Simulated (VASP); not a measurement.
# Te (Imma) in VASP: a series of runs

The runs below take Te through single point, with PBE.

All numbers are computed with VASP 6.6.1; they aren't measurements. Logs are shortened: lines on timing, memory, paths and dates and some standing lists are left out, and cuts for length are marked.

### Step 1. The structure

It takes space group Imma (No. 74, orthorhombic). Conventional cell: a = 5.916 Å, b = 7.752 Å, c = 3.070 Å, α = 90.00°, β = 90.00°, γ = 90.00°. Around Te (site symmetry mm2) lie 4 Te at 2.96 to 3.07 Å.

This isn't the form of Te at room conditions, which is trigonal, of chains.

### Step 2. Single point, PBE

INCAR reads:

```
SYSTEM = Te
  ALGO = Normal
  EDIFF = 1E-6
  ENCUT = 450
  GGA = PE
  ISIF = 2
  ISMEAR = 0
  LASPH = .TRUE.
  LCHARG = .FALSE.
  LREAL = .FALSE.
  LWAVE = .FALSE.
  NBANDS = 13
  NELM = 100
  PREC = Accurate
  SIGMA = 0.02
```

KPOINTS reads:

```
k-points
0
G
  5 5 5
  0 0 0
```

POSCAR reads:

```
Te
1.0
   -2.9577914636      3.8759656627      1.5351528885
    2.9577914636     -3.8759656627      1.5351528885
    2.9577914636      3.8759656627     -1.5351528885
Te
2
Direct
    0.0009290200      0.7509290200      0.2500000000
    0.9990709800      0.2490709800      0.7500000000
```

Potentials or basis: VASP PAW PBE potentials, release 64 (Te_GW).

The run is started by

```bash
$ cat potpaw_PBE.64/Te_GW/POTCAR > POTCAR
$ mpirun -np 1 vasp_std > vasp.out
```

OUTCAR:

```text
SYSTEM = Te
   EDIFF = 1E-6
   ENCUT = 450
   GGA = PE
   ISIF = 2
   ISMEAR = 0
   LASPH = .TRUE.
   LREAL = .FALSE.
   NELM = 100
   PREC = Accurate

 ion  position               nearest neighbor table
   1  0.001  0.751  0.250-   2 2.96   2 2.96
   2  0.999  0.249  0.750-   1 2.96   1 2.96

  LATTYP: Found a body centered orthorhombic cell.
 ALAT       =     3.0703057770
 B/A-ratio  =     1.9267080730
 C/A-ratio  =     2.5248075887

  Lattice vectors:

 A1 = (   2.9577914636,  -3.8759656627,   1.5351528885)
 A2 = (  -2.9577914636,  -3.8759656627,  -1.5351528885)
 A3 = (   2.9577914636,   3.8759656627,  -1.5351528885)

Analysis of symmetry for initial positions (statically):
=====================================================================
 Subroutine PRICEL returns:
 Original cell was already a primitive cell.

 Routine SETGRP: Setting up the symmetry group for a
 body centered orthorhombic supercell.

 Subroutine GETGRP returns: Found  8 space group operations
 (whereof  4 operations were pure point group operations)
 out of a pool of  8 trial point group operations.

The static configuration has the point symmetry C_2h.
 The point group associated with its full space group is D_2h.

Analysis of symmetry for dynamics (positions and initial velocities):
=====================================================================
 Subroutine PRICEL returns:
 Original cell was already a primitive cell.

 Routine SETGRP: Setting up the symmetry group for a
 body centered orthorhombic supercell.

 Subroutine GETGRP returns: Found  8 space group operations
 (whereof  4 operations were pure point group operations)
 out of a pool of  8 trial point group operations.

The dynamic configuration has the point symmetry C_2h.
 The point group associated with its full space group is D_2h.

 Subroutine INISYM returns: Found  8 space group operations
 (whereof  4 operations are pure point group operations),
 and found     1 'primitive' translations

----------------------------------------------------------------------------------------

                                     Primitive cell

  volume of cell :      70.3978

  direct lattice vectors                    reciprocal lattice vectors
    -2.957791464  3.875965663  1.535152889     0.000000000  0.129000111  0.325700459
     2.957791464 -3.875965663  1.535152889     0.169045048  0.000000000  0.325700459
     2.957791464  3.875965663 -1.535152889     0.169045048  0.129000111  0.000000000

  length of vectors
     5.111588261  5.111588261  5.111588261     0.350316739  0.366956424  0.212643497

  position of ions in fractional coordinates (direct lattice)
     0.000929020  0.750929020  0.250000000
     0.999070980  0.249070980  0.750000000

  ion indices of the primitive-cell ions
   primitive index   ion index
                 1           1
                 2           2

----------------------------------------------------------------------------------------

 KPOINTS: k-points

Automatic generation of k-mesh.
 Grid dimensions read from file:
 generate k-points for:    5    5    5

 Generating k-lattice:

  Cartesian coordinates                     Fractional coordinates (reciprocal lattice)
     0.000000000  0.025800022  0.065140092     0.200000000  0.000000000  0.000000000
     0.033809010  0.000000000  0.065140092     0.000000000  0.200000000 -0.000000000
     0.033809010  0.025800022  0.000000000     0.000000000 -0.000000000  0.200000000

  Length of vectors
     0.070063348  0.073391285  0.042528699

  Shift w.r.t. Gamma in fractional coordinates (k-lattice)
     0.000000000  0.000000000  0.000000000

 Subroutine IBZKPT returns following result:
 ===========================================

 Found     27 irreducible k-points:

 Following reciprocal coordinates:
            Coordinates               Weight
  0.000000  0.000000  0.000000      1.000000
  0.200000  0.000000 -0.000000      4.000000
  0.400000  0.000000  0.000000      4.000000
 -0.000000  0.200000  0.000000      4.000000
  0.200000  0.200000 -0.000000      8.000000
  0.400000  0.200000 -0.000000      8.000000
[... 16 lines left out ...]
 -0.400000 -0.200000  0.200000      4.000000
 -0.200000 -0.200000  0.200000      2.000000
 [... further k-points ...]
   k-points           NKPTS =     27   k-points in BZ     NKDIM =     27   number of bands    NBANDS=     13
   number of dos      NEDOS =    301   number of ions     NIONS =      2
   total plane-waves  NPLWV =  46656
   dimension x,y,z NGX =    36 NGY =   36 NGZ =   36
   dimension x,y,z NGXF=    72 NGYF=   72 NGZF=   72
   ions per type =               2
   NGX,Y,Z   is equivalent  to a cutoff of  11.71, 11.71, 11.71 a.u.
   NGXF,Y,Z  is equivalent  to a cutoff of  23.42, 23.42, 23.42 a.u.
 SYSTEM =  Te
   PREC   = accura    normal or accurate (medium, high low for compatibility)
   ISTART =      0    job   : 0-new  1-cont  2-samecut
   ICHARG =      2    charge: 1-file 2-atom 10-const
   ISPIN  =      1    spin polarized calculation?
   LNONCOLLINEAR =      F non collinear calculations
   LSORBIT =      F    spin-orbit coupling
   LASPH  =      T    aspherical Exc in radial PAW
   ENCUT  =  450.0 eV  33.07 Ry    5.75 a.u.   8.84  8.84  8.84*2*pi/ulx,y,z
   NELM   =    100;   NELMIN=  2; NELMDL= -5     # of ELM steps
   EDIFF  = 0.1E-05   stopping-criterion for ELM
   LREAL  =      F    real-space projection
   EDIFFG = 0.1E-04   stopping-criterion for IOM
   NSW    =      0    number of steps for IOM
   IBRION =     -1    ionic relax: 0-MD 1-quasi-New 2-CG
   NFREE  =      0    steps in history (QN), initial steepest desc. (CG)
   ISIF   =      2    stress and relaxation
   ISYM   =      2    0-nonsym 1-usesym 2-fastsym
   POTIM  = 0.5000    time-step for ionic-motion
   TEBEG  =    0.0;   TEEND  =   0.0 temperature during run
   PSTRESS=    0.0 pullay stress
   NELECT =      12.0000    total number of electrons
   NUPDOWN=      -1.0000    fix difference up-down
   EMIN   =  10.00;   EMAX   =-10.00  energy-range for DOS
   EFERMI =   0.00;   METHOD = LEGACY
   ISMEAR =     0;   SIGMA  =   0.02  broadening in eV -4-tet -1-fermi 0-gaus
   EFERMI_NEDOS =   21; number of points for ismear=-14 and -15
   IALGO  =     38    algorithm
   IMIX   =      4    mixing-type and parameters
     AMIX     =   0.40;   BMIX     =  1.00
     AMIX_MAG =   1.60;   BMIX_MAG =  1.00
  volume/ion in A,a.u.               =      35.20       237.53
  Fermi-wavevector in a.u.,A,eV,Ry     =   0.907714  1.715330 11.210440  0.823944
  Thomas-Fermi vector in A             =   2.031554
   LORBIT       =      0    0 simple, 1 ext, 2 COOP (PROOUT), +10 PAW based schemes
   GGA     = PE    functional components
   LHFCALC =     F    Hartree Fock is set to
   AEXX    =    0.0000 exact exchange contribution
   IVDW    =     0    specifies the selected vdW correction
   LEPSILON=     F    determine dielectric tensor
   LRPA    =     F    only Hartree local field effects (RPA)
 non-spin polarized calculation
 Gauss-broadening in eV      SIGMA  =   0.02
  energy-cutoff  :      450.00
  volume of cell :       70.40
 maximum number of plane-waves:      1544
   NGX = 17   NGY = 17   NGZ = 17

 number of electron      11.9999998 magnetization

 Free energy of the ion-electron system (eV)
  ---------------------------------------------------
  ext. energy  EPLUGINS =         0.00000000
  ---------------------------------------------------
  free energy    TOTEN  =        -5.81317629 eV

  energy without entropy =       -5.81194717  energy(sigma->0) =       -5.81256173

 E-fermi :   5.2550     XC(G=0):  -8.8884

 val. band max:        5.2498712602   @ k =  -0.2000   0.4000   0.0000
 cond. band min:       5.2653452968   @ k =  -0.2000   0.4000   0.0000
 fundamental gap:      0.0154740366
 Fermi energy:         5.2550250257

 k-point     1 :       0.0000    0.0000    0.0000
  band No.  band energies     occupation
      1      -8.1154      2.00000
      2      -5.0266      2.00000
      3      -0.3360      2.00000
      4       3.1030      2.00000
      5       3.5893      2.00000
      6       8.0093      0.00000
      7       8.2844      0.00000
      8       8.7558      0.00000
      9       9.1376      0.00000
     10       9.7594      0.00000
     11      13.0655      0.00000
     12      14.7199      0.00000
     13      16.0539      0.00000

 k-point     2 :       0.2000    0.0000   -0.0000
  band No.  band energies     occupation
      1      -7.5319      2.00000
      2      -4.5158      2.00000
      3       0.0841      2.00000
      4       3.5564      2.00000
      5       3.8601      2.00000
      6       4.3180      2.00000
      7       6.2536      0.00000
      8       9.0829      0.00000
      9       9.2866      0.00000
     10      10.2773      0.00000
     11      12.1924      0.00000
     12      13.2383      0.00000
     13      14.4589      0.00000

 k-point     3 :       0.4000    0.0000    0.0000
  band No.  band energies     occupation
      1      -6.1277      2.00000
      2      -3.2386      2.00000
      3       0.2793      2.00000
      4       0.9691      2.00000
      5       2.4007      2.00000
      6       3.8766      2.00000
      7       5.6897      0.00000
      8       8.8018      0.00000
      9       9.6161      0.00000
     10      10.3898      0.00000
     11      11.6246      0.00000
     12      13.2525      0.00000
     13      14.3965      0.00000

 k-point     4 :      -0.0000    0.2000    0.0000
  band No.  band energies     occupation
      1      -7.4068      2.00000
      2      -4.9480      2.00000
      3       0.9630      2.00000
      4       3.2878      2.00000
      5       4.1332      2.00000
      6       4.4544      2.00000
      7       5.8837      0.00000
      8       7.6585      0.00000
      9       9.5777      0.00000
     10       9.9017      0.00000
     11      12.7720      0.00000
     12      13.0796      0.00000
     13      16.1490      0.00000

 k-point     5 :       0.2000    0.2000   -0.0000
  band No.  band energies     occupation
      1      -6.0251      2.00000
      2      -3.6904      2.00000
      3       0.5182      2.00000
      4       1.8126      2.00000
      5       2.1472      2.00000
      6       4.3383      2.00000
      7       4.9652      2.00000
      8       8.8369      0.00000
      9       9.4528      0.00000
     10       9.9386      0.00000
     11      11.4823      0.00000
     12      12.7044      0.00000
     13      13.6309      0.00000
[... 257 lines left out ...]
 k-point    22 :       0.4000   -0.2000    0.2000
  band No.  band energies     occupation
      1      -7.3198      2.00000
      2      -4.7423      2.00000
      3      -0.1374      2.00000
      4       1.9571      2.00000
      5       4.0693      2.00000
      6       5.0901      2.00000
      7       6.4865      0.00000
      8       9.4537      0.00000
      9      10.5971      0.00000
     10      12.6163      0.00000
     11      12.9944      0.00000
     12      14.8091      0.00000
     13      14.8551      0.00000

 k-point    23 :      -0.4000   -0.2000    0.2000
  band No.  band energies     occupation
      1      -5.9925      2.00000
      2      -3.3814      2.00000
      3       0.1705      2.00000
      4       0.8554      2.00000
      5       2.5717      2.00000
      6       2.9646      2.00000
      7       6.3710      0.00000
      8       8.9767      0.00000
      9      10.4795      0.00000
     10      11.0808      0.00000
     11      12.9323      0.00000
     12      13.1811      0.00000
     13      14.8558      0.00000

 k-point    24 :      -0.2000   -0.2000    0.2000
  band No.  band energies     occupation
      1      -6.2081      2.00000
      2      -3.1463      2.00000
      3       0.4125      2.00000
      4       1.0420      2.00000
      5       2.3479      2.00000
      6       4.2749      2.00000
      7       5.1763      2.00000
      8       8.8590      0.00000
      9      10.2856      0.00000
     10      10.3360      0.00000
     11      10.6176      0.00000
     12      11.5097      0.00000
     13      14.6229      0.00000

 [... further k-points ...]

------------------------ aborting loop because EDIFF is reached ----------------------------------------

  FORCE on cell =-STRESS in cart. coord.  units (eV):
  Direction    XX          YY          ZZ          XY          YZ          ZX
  --------------------------------------------------------------------------------------
  -------------------------------------------------------------------------------------
  Total       -0.8171867     -0.3083590      1.3478343      0.0000000      0.0000000      0.0000000
  in kB      -18.5982802     -7.0179140     30.6752421      0.0000000      0.0000000      0.0000000
  external PRESSURE =       1.6863493 kB  Pullay stress =       0.0000000 kB

 VOLUME and BASIS-vectors are now :
 -----------------------------------------------------------------------------
  energy-cutoff  :      450.00
  volume of cell :       70.40
      direct lattice vectors                 reciprocal lattice vectors
    -2.957791464  3.875965663  1.535152889     0.000000000  0.129000111  0.325700459
     2.957791464 -3.875965663  1.535152889     0.169045048  0.000000000  0.325700459
     2.957791464  3.875965663 -1.535152889     0.169045048  0.129000111  0.000000000

 POSITION                                       TOTAL-FORCE (eV/Angst)
 -----------------------------------------------------------------------------------
      2.95779     -1.93798      0.77043         0.000000      0.000000      0.013803
      0.00000      5.81395      0.76472        -0.000000     -0.000000     -0.013803
 -----------------------------------------------------------------------------------
    total drift:                                0.000000     -0.000000      0.000000

  FREE ENERGIE OF THE ION-ELECTRON SYSTEM (eV)
  ---------------------------------------------------
  free  energy   TOTEN  =        -5.8131762850 eV

  energy  without entropy=       -5.8119471690  energy(sigma->0) =       -5.81256173
```

Run time: 14 s. Hardware: 1 thread of Intel Xeon 6975P-C (Granite Rapids), shared host; peak memory 0.19 GiB.

What came out:

- Free energy: -5.8132 eV
- Pressure: 0.2 GPa
- Largest force: 0.014 eV/Å
- Band gap on the k mesh: none (metal or under the smearing width)

Forces in eV/Å, atoms in the order of the input:
```
Te   0.000  0.000  0.014
Te   0.000  0.000 -0.014
```

Levels at points of the mesh, in eV from the Fermi level:
```
           k point  band 2  band 3  band 4  band 5  band 6  band 7  band 8  band 9  band 10  band 11
(0.00, 0.00, 0.00)  -10.28   -5.59   -2.15   -1.67    2.75    3.03    3.50    3.88     4.50     7.81
```

Caveat: the k mesh is coarse (spacing up to 0.46 Å⁻¹), so the values aren't converged. Spin-orbit coupling is left out, which matters for the levels of Te.

### Step 3. Single point, PBE

INCAR reads:

```
SYSTEM = Te
  ALGO = Normal
  EDIFF = 1E-7
  ENCUT = 500
  GGA = PE
  ISIF = 2
  ISMEAR = 0
  LASPH = .True.
  LCHARG = .False.
  LREAL = .False.
  LWAVE = .False.
  NBANDS = 13
  NELM = 100
  PREC = Accurate
  SIGMA = 0.02
```

KPOINTS reads:

```
k-points
0
Gamma
  4 4 4
  0 0 0
```

POSCAR is that of step 2.

Potentials or basis: VASP PAW PBE potentials, release 64 (Te_GW).

The run is started by

```bash
$ cat potpaw_PBE.64/Te_GW/POTCAR > POTCAR
$ mpirun -np 1 vasp_std > vasp.out
```

It took 29 s on 1 thread of Intel Xeon Platinum 8559C (Emerald Rapids), shared host; peak memory 0.22 GiB.

It converged, with:

```yaml
Free_energy: -5.8464 eV
Pressure: 0.6 GPa
Largest_force: 0.004 eV/Å
Band_gap_on_the_k_mesh: none (metal or under the smearing width)
```

Forces on the atoms (eV/Å):
```
Te   0.000  0.000 -0.004
Te   0.000  0.000  0.004
```

Stress tensor (GPa, compression positive):
```
-2.09  0.00  0.00
 0.00  0.20  0.00
 0.00  0.00  3.60
```

Levels at points of the mesh, in eV from the Fermi level:
```tsv
k point	band 2	band 3	band 4	band 5	band 6	band 7	band 8	band 9	band 10	band 11
(0.00, 0.00, 0.00)	-9.93	-5.24	-1.81	-1.32	3.11	3.37	3.86	4.23	4.86	8.17
(0.50, 0.00, 0.00)	-7.78	-5.32	-3.74	-3.19	-0.96	1.26	3.42	4.33	5.73	7.53
(0.00, 0.50, 0.00)	-9.66	-4.41	-4.41	-0.32	-0.30	0.40	0.40	6.54	6.56	6.69
(0.50, 0.50, 0.00)	-11.86	-2.16	-2.16	-1.51	-1.51	3.81	3.81	7.56	7.56	9.02
(0.50, 0.50, 0.50)	-10.34	-5.66	-4.28	0.82	2.76	4.19	5.18	7.74	7.79	7.83
```

Caveat: the k mesh is coarse (spacing up to 0.58 Å⁻¹), so the values aren't converged. Spin-orbit coupling is left out, which matters for the levels of Te.

### Step 4. Single point, PBE

INCAR reads:

```
PREC = Accurate ; ENCUT = 450
EDIFF = 1E-7 ; ISMEAR = 0
SIGMA = 0.02 ; LREAL = False
LASPH = True ; NELM = 100
ALGO = Normal ; ISIF = 2
LWAVE = False ; LCHARG = False
GGA = PE
```

KPOINTS reads:

```
Automatic mesh
0
Gamma
  5 5 5
```

POSCAR is that of step 3.

The run is started by

```bash
$ cat potpaw_PBE.64/Te_GW/POTCAR > POTCAR
$ mpirun -np 1 vasp_std > vasp.out
```

Run time: 28 s. Hardware: 1 thread of AMD EPYC 7R13 (Zen 3), shared host; peak memory 0.17 GiB.

It converged, with:

| Item | Value |
| --- | --- |
| Free energy | -5.8132 eV |
| Pressure | 0.2 GPa |
| Largest force | 0.014 eV/Å |
| Band gap on the k mesh | none (metal or under the smearing width) |

Forces on the atoms (eV/Å):
```
Te   0.000  0.000  0.014
Te   0.000  0.000 -0.014
```

Stress tensor (GPa, compression positive):
```
-1.86  0.00  0.00
 0.00 -0.69  0.00
 0.00  0.00  3.07
```

Levels at points of the mesh, in eV from the Fermi level:
| k point | band 2 | band 3 | band 4 | band 5 | band 6 | band 7 | band 8 | band 9 | band 10 |
| --- | --- | --- | --- | --- | --- | --- | --- | --- | --- |
| (0.00, 0.00, 0.00) | -10.28 | -5.59 | -2.15 | -1.67 | 2.75 | 3.03 | 3.50 | 3.88 | 4.50 |

Caveat: the k mesh is coarse (spacing up to 0.46 Å⁻¹), so the values aren't converged.

### Step 5. Single point, PBE

INCAR reads:

```
SYSTEM = Te
PREC = Accurate ; ENCUT = 500
EDIFF = 1E-7 ; ISMEAR = 0
SIGMA = 0.02 ; LREAL = .False.
LASPH = .True. ; NELM = 100
ALGO = Fast ; ISIF = 2
LWAVE = .False. ; LCHARG = .True.
GGA = PE ; LELF = .True.
LVHAR = .True. ; NBANDS = 13
```

KPOINTS reads:

```
regular mesh
0
Gamma
  5 5 5
  0 0 0
```

POSCAR is that of step 4.

The run is started by

```bash
$ cat potpaw_PBE.64/Te_GW/POTCAR > POTCAR
$ mpirun -np 1 vasp_std > vasp.out
```

Wall time 28 s (1 thread of AMD EPYC 9R45 (Zen 5), shared host); peak memory 0.2 GiB.

Results (log left out):

```yaml
Free_energy: -5.8132 eV
Pressure: 0.2 GPa
Largest_force: 0.014 eV/Å
Band_gap_on_the_k_mesh: none (metal or under the smearing width)
```

Forces on the atoms (eV/Å):
```
Te   0.000  0.000  0.014
Te   0.000  0.000 -0.014
```

Stress tensor (GPa, compression positive):
```
-1.86  0.00  0.00
 0.00 -0.69  0.00
 0.00  0.00  3.07
```

Levels at points of the mesh, in eV from the Fermi level:
```
           k point  band 4  band 5  band 6  band 7  band 8  band 9
(0.00, 0.00, 0.00)   -2.15   -1.67    2.75    3.03    3.50    3.88
```

Caveat: the k mesh is coarse (spacing up to 0.46 Å⁻¹), so the values aren't converged.

### Step 6. For comparison

An earlier run on the cell as given: functional PBE; potentials or basis VASP PAW PBE potentials, release 64 (Te); cutoff 520 eV; k mesh 10 × 10 × 10; occupations fermi-dirac, width 0.05 eV; no spin polarisation.

- Pressure: 0.6 GPa
- Band gap on the k mesh: none (metal or under the smearing width)

### Step 7. The runs side by side

```csv
potentials or basis,k mesh,cutoff (eV),smearing,mesh quality,gap on the mesh (eV),pressure (GPa),largest force (eV/Å)
"VASP PAW PBE potentials, release 64 (Te_GW)",5 × 5 × 5,450,gaussian 0.02 eV,coarse,none,0.2,0.01
"VASP PAW PBE potentials, release 64 (Te_GW)",4 × 4 × 4,500,gaussian 0.02 eV,coarse,none,0.6,-
"VASP PAW PBE potentials, release 64 (Te_GW)",5 × 5 × 5,500,gaussian 0.02 eV,coarse,none,0.2,0.01
"VASP PAW PBE potentials, release 64 (Te)",10 × 10 × 10,520,fermi-dirac 0.05 eV,not flagged,none,0.6,-
```

Alike in all rows: task single point; level PBE; no spin polarisation; cell as given.

Caveats: some runs use coarse meshes.

Total energies depend on the potentials used, so only differences within one code and one set of settings carry meaning.
